Q: I have run the same MoS2 crystal on several k meshes and counted the energies from the 10x10x10 mesh.

Single-point PBE calculations with Ansatz 0.2.0 on MoS2 (space group R3m, 3 atoms per cell), with PAW potentials, a 550 eV plane-wave cutoff and Fermi-Dirac smearing of 0.1 eV, without spin polarization or a dispersion correction. Energies are free energies relative to the run on the 10x10x10 k mesh, and pressure is positive in compression.

```csv
k mesh,energy less reference (meV/atom),pressure (GPa),largest force (eV/Å)
3x3x3,-2.960,5.200,0.294
4x4x4,-18.960,4.920,0.486
5x5x5,0.100,5.350,0.526
7x7x7,-0.160,5.340,0.520
8x8x8,0.080,5.350,0.521
```

The 4x4x4 energy lies 19 meV/atom below the reference. Shouldn't a poorer calculation lie above a better one?

A: That rule holds for a basis set, where added plane waves can only lower the energy. A k mesh is a sample. The energy of a crystal contains an average over all electron wavelengths and directions, and the mesh replaces it by an average over a few points. A small sample can miss on either side.

Q: What decides how far it misses?

A: Picture the crystal closed into a ring after $N$ cells, so that an electron $N$ cells away is back where it started. That is what a mesh with $N$ divisions does. Along one direction, the energy of the filled bands is a sum of waves $\cos(kma)$, where $k$ is the wave number, $a$ the lattice constant and $m$ a number of cells. The weight of each wave reflects the coupling between cells $m$ apart.

The exact average removes every wave except $m=0$. An average over $N$ even steps also keeps $m=N, 2N$ and so on, and these leftovers are the error. In a material with a gap the coupling dies off quickly with distance, so what counts is the length of the ring, $L=Na$. Within a layer, 4x4x4 gives $L = 4\times3.158 = 12.63$ Å. One more division makes it about 16 Å, and the energy error drops from 19 to 0.1 meV/atom. Part of so steep a drop may be chance, since 7x7x7 has a longer ring still and comes no closer.

Q: By that argument 3x3x3, with the shortest ring, should be the worst. Yet its energy is only 3 meV/atom off. Is it the better mesh after all?

A: No, and the force shows it. The largest force is 0.294 eV/Å on 3x3x3, which is 44% below the reference run, while 4x4x4 comes within 7%. Forces follow the electron density, so the coarsest mesh has probably distorted the density itself. The energy parts point the same way: on 3x3x3 the local part of the attraction between electrons and ions is 1.4 eV per cell stronger than in the reference, and their mutual repulsion is 1.1 eV higher.

The ring picture says that errors shrink once $L$ is long enough. It doesn't fix their signs, so it can't rank two short rings. The energy parts of the runs show what happens here. On 3x3x3 large changes of opposite sign nearly cancel in the sum, whereas on 4x4x4 the kinetic energy is too low and the other parts make up for only some of that.

Q: Could I have used the pressure as the judge instead?

A: It would have misled you too, since it is only 3% off on 3x3x3 and 8% off on 4x4x4. The pressure is a mean over three directions. On 3x3x3 the stress within the layers is 0.17 GPa too high and the stress across them 0.78 GPa too low, and the mean hides much of this. If you let the cell change its shape, it responds to the separate stresses. The output below the text sets these errors side by side.

Q: Which digits can I trust from 5x5x5 onwards?

A: These three meshes agree with the reference within 0.2 meV/atom, so the mesh should leave an error of no more than a few tenths of a meV/atom in the energy, and I would read nothing into the changing sign. The plane-wave cutoff needs a test of its own. None of the runs gave a warning about its mesh. The makers of the data do class the meshes up to 5x5x5 as coarse, but that rests on their tests on other systems, not on these runs. For this cell the energy, pressure and force on 5x5x5 pass the comparison, though that says nothing about other quantities. The reference itself has not been checked against a denser mesh. The pressure stays near 5.3 GPa and the largest force near 0.52 eV/Å. These are no sampling errors, and a finer mesh won't remove them. The structure has not been relaxed, and PBE without a dispersion term also misses part of the attraction between the layers. If you relax the cell with these settings, expect the layers to end up too far apart.

Q: I want the band gap for a transistor channel. Is 8x8x8 good enough for that as well?

A: Not by the same test. The energy is an average over the mesh, but the gap depends on two single points, the top of the filled bands and the bottom of the empty ones. If the mesh steps over either of them, the gap comes out too large. On 8x8x8 it is still 0.07 eV above the 0.95 eV of the reference run, although the energies agree within 0.1 meV/atom. The gap helps to set how well a transistor switches off, so search for the band edges on a fine set of k points once the density has settled. Even then you have a PBE gap of an unrelaxed cell, and PBE tends to give gaps that are too small.

Q: Suppose I double all three cell edges to make room for a defect. Must I avoid 4x4x4 there?

A: No. Four divisions of a doubled cell close the ring at the same length as eight divisions of the small one, so for the perfect crystal 4x4x4 then does the work of 8x8x8. It is the length that matters, not the number of divisions.

Q: And if I replaced molybdenum by niobium?

A: Niobium brings one electron fewer, which leaves a band partly filled and makes the compound a metal. The occupation then changes abruptly at the Fermi surface, and the coupling between distant cells fades much more slowly. You would need a denser mesh, and you would have to test it together with the smearing.

Output of the analysis:

```
in-plane lattice constant (angstrom): 3.158
sampling and errors against 10x10x10:
    row  all k points  distinct in-plane points  in-plane repeat length (angstrom)  pressure error (GPa)  force error (eV/angstrom)
  3x3x3            27                         9                              9.474               -0.1446                    -0.2265
  4x4x4            64                        16                              12.63               -0.4246                   -0.03446
  5x5x5           125                        25                              15.79              0.005421                    0.00554
  7x7x7           343                        49                              22.11             -0.004579                   -0.00046
  8x8x8           512                        64                              25.27              0.005421                    0.00054
further outputs less the reference run:
    row  in-plane stress (GPa)  out-of-plane stress (GPa)  local energy (eV/cell)  Hartree energy (eV/cell)  mesh gap (eV)
  3x3x3                 0.1699                    -0.7819                  -1.357                     1.076         0.1449
  4x4x4                -0.5461                    -0.1715                 0.00742                   0.04957         0.2558
  5x5x5              -0.003307                    0.02223                 0.07164                  -0.05475        0.04486
  7x7x7               0.000863                   -0.01323                 0.01297                 -0.009006          0.112
  8x8x8               0.002389                   0.002015                 0.00188                 -0.001904        0.07218
energy error of 4x4x4 over that of 3x3x3 (ratio): 6.405
energy error of 4x4x4 per MoS2 unit (meV): -56.88
force error of 3x3x3 (percent): -43.51
force error of 4x4x4 (percent): -6.621
pressure error of 3x3x3 (percent): -2.705
pressure error of 4x4x4 (percent): -7.944
largest energy error from 5x5x5 on (meV/atom): 0.16
energy span from 5x5x5 to 8x8x8 (meV/atom): 0.26
force span from 5x5x5 to 8x8x8 (eV/angstrom): 0.006
smearing part of the 4x4x4 energy error (meV/atom): -0.03087
mesh gap of the reference run (eV): 0.9526
```
